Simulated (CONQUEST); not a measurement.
A run of CONQUEST 1.3 is set up as follows.

Conquest_input

```
IO.Title Sb
IO.Coordinates coords.dat
IO.FractionalAtomicCoords F
IO.Iprint 2
IO.Iprint_init 1
General.NumberOfSpecies 1
General.PseudopotentialType hamann
General.FunctionalType -106132
General.DifferentFunctional T
AtomMove.TypeOfRun static
AtomMove.FullStress T
Grid.GridCutoff 100
DM.SolutionMethod diagon
Diag.MPMesh T
Diag.GammaCentred T
Diag.MPMeshX 6
Diag.MPMeshY 6
Diag.MPMeshZ 6
Diag.kT 0.00183747
minE.SCTolerance 1e-6
SC.MaxIters 100
IO.AtomChargeOutput T
Spin.SpinPolarised T
Spin.FixSpin F
SC.LinearMixingFactor 0.3
SC.MaxPulay 8
%block ChemicalSpeciesLabel
1 121.750 Sb
%endblock
%block Sb
Atom.SpinNeUp 7.7500
Atom.SpinNeDn 7.2500
%endblock
```

File coords.dat:

```
    6.2563143684     0.0000000000     0.0000000000
    0.0000000000     6.2563143684     0.0000000000
    0.0000000000     0.0000000000     6.2563143684
1
  0.0000000000   0.0000000000   0.0000000000 1 T T T
```

Potentials or basis: PseudoDojo NC LDA, DZP, grid cutoff 100 Ha.

The run is started by

```sh
$ Conquest
```

(1) Estimate the pressure.

(2) Predict the net moment.

Answers

(1) -5.2 GPa.

(2) 0.00 μB per cell.

Caveat: the potentials were made for another functional, which shifts forces and pressure; the basis of atomic orbitals isn't converged, which shifts pressures, moduli and gaps.
